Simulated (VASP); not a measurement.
Input of a VASP 6.6.1 run:

File INCAR:

```
SYSTEM = NaH
  PREC = Accurate
  ENCUT = 600
  EDIFF = 1E-6
  ISMEAR = -1
  SIGMA = 0.02
  LREAL = .False.
  LASPH = .True.
  NELM = 60
  ALGO = Normal
  ISIF = 3
  LWAVE = .False.
  LCHARG = .False.
  GGA = PE
  IBRION = 2
  NSW = 80
  EDIFFG = -0.005
```

KPOINTS

```
Automatic mesh
0
Gamma
  8 8 8
  0 0 0
```

Contents of POSCAR:

```
NaH
1.0
    0.0000000000      2.4400000000      2.4400000000
    2.4400000000      0.0000000000      2.4400000000
    2.4400000000      2.4400000000      0.0000000000
Na H
1 1
Direct
    0.0000000000      0.0000000000      0.0000000000
    0.5000000000      0.5000000000      0.5000000000
```

Potentials or basis: VASP PAW PBE potentials, release 64 (Na_pv, H).

Command:

```console
$ cat potpaw_PBE.64/Na_pv/POTCAR potpaw_PBE.64/H/POTCAR > POTCAR
$ mpirun -np 1 vasp_std > vasp.out
```

Task: What does it give for the relaxed cell?

Result: a = 3.418 Å, b = 3.418 Å, c = 3.418 Å, α = 60.00°, β = 60.00°, γ = 60.00°.

Task: Estimate the band gap on the k mesh.

Result: 3.76 eV, indirect (least direct gap 4.61 eV).

The path:
| step | energy change (eV) | largest force (eV/Å) | pressure (GPa) | volume (Å³) |
| --- | --- | --- | --- | --- |
| 1 | 0.0000 | 0.0000 | -0.64 | 29.05 |
| 2 | -0.0008 | 0.0000 | -0.46 | 28.81 |
| 3 | -0.0016 | 0.0000 | -0.17 | 28.45 |
| 4 | -0.0011 | 0.0000 | 0.43 | 27.75 |
| 5 | -0.0017 | 0.0000 | -0.04 | 28.24 |

A k mesh can miss the band edges. As with any semilocal functional, this PBE gap is likely too small.
